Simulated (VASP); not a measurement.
Here is a VASP 6.6.1 calculation.

The input POSCAR:

```
ZnO
1.0
    3.2879671587      0.0000000000      0.0000000000
   -1.6439835793      2.8474630862      0.0000000000
    0.0000000000      0.0000000000      7.1304413500
Zn O
2 2
Direct
    0.0000000000      0.0000000000      0.2500000000
    0.0000000000      0.0000000000      0.7500000000
    0.6666666667      0.3333333333      0.7500000000
    0.3333333333      0.6666666667      0.2500000000
```

File INCAR.step1:

```
ALGO = Fast
EDIFF = 1E-8
EDIFFG = -0.002
ENCUT = 600
GGA = PE
IBRION = 2
ISIF = 3
ISMEAR = -5
IVDW = 3
LASPH = True
LCHARG = False
LREAL = False
LWAVE = False
NELM = 60
NSW = 40
PREC = Accurate
SIGMA = 0.05
```

INCAR.step2

```
ALGO = Fast
EDIFF = 1E-8
ENCUT = 600
GGA = PE
IBRION = 6
ISIF = 2
ISMEAR = -5
IVDW = 3
LASPH = True
LCHARG = False
LREAL = False
LWAVE = False
NELM = 60
NFREE = 2
NSW = 1
POTIM = 0.015
PREC = Accurate
SIGMA = 0.05
```

File KPOINTS:

```
k-points
0
Gamma
  7 7 3
```

Potentials or basis: VASP PAW PBE potentials, release 64 (Zn, O).

Launch:

```bash
$ cat potpaw_PBE.64/Zn/POTCAR potpaw_PBE.64/O/POTCAR > POTCAR
$ cp INCAR.step1 INCAR
$ mpirun -np 1 vasp_std > vasp.out
$ cp CONTCAR POSCAR
$ cp INCAR.step2 INCAR
$ mpirun -np 1 vasp_std > vasp.out
```

Task: Predict the highest phonon frequency at Γ, LO-TO splitting left out.

Result: 511 cm⁻¹.

Task: Estimate the most unstable mode.

Result: 28i cm⁻¹.

Task: Predict the relaxed volume.

Result: 15.92 Å³/atom.

The path:
| step | energy change (eV) | largest force (eV/Å) | pressure (GPa) | volume (Å³) |
| --- | --- | --- | --- | --- |
| 1 | 0.0000 | 0.0000 | -0.41 | 66.76 |
| 2 | -0.0001 | 0.0000 | 0.26 | 66.34 |
| 3 | -0.0003 | 0.0000 | -0.05 | 66.52 |
| 4 | -0.0005 | 0.0000 | -0.03 | 66.43 |
| 5 | -0.0009 | 0.0000 | -0.02 | 66.16 |
| 6 | -0.0016 | 0.0000 | 0.01 | 65.61 |
| 7 | -0.0027 | 0.0000 | 0.06 | 64.51 |
| 8 | -0.0024 | 0.0000 | 0.20 | 62.31 |
| 9 | -0.0030 | 0.0000 | 0.10 | 63.69 |
| 10 | 0.0004 | 0.0000 | -1.25 | 64.09 |
| 11 | -0.0030 | 0.0000 | -0.01 | 63.72 |
| 12 | -0.0030 | 0.0000 | -0.02 | 63.72 |
| 13 | -0.0030 | 0.0000 | -0.01 | 63.67 |

Caveat: some modes are imaginary.
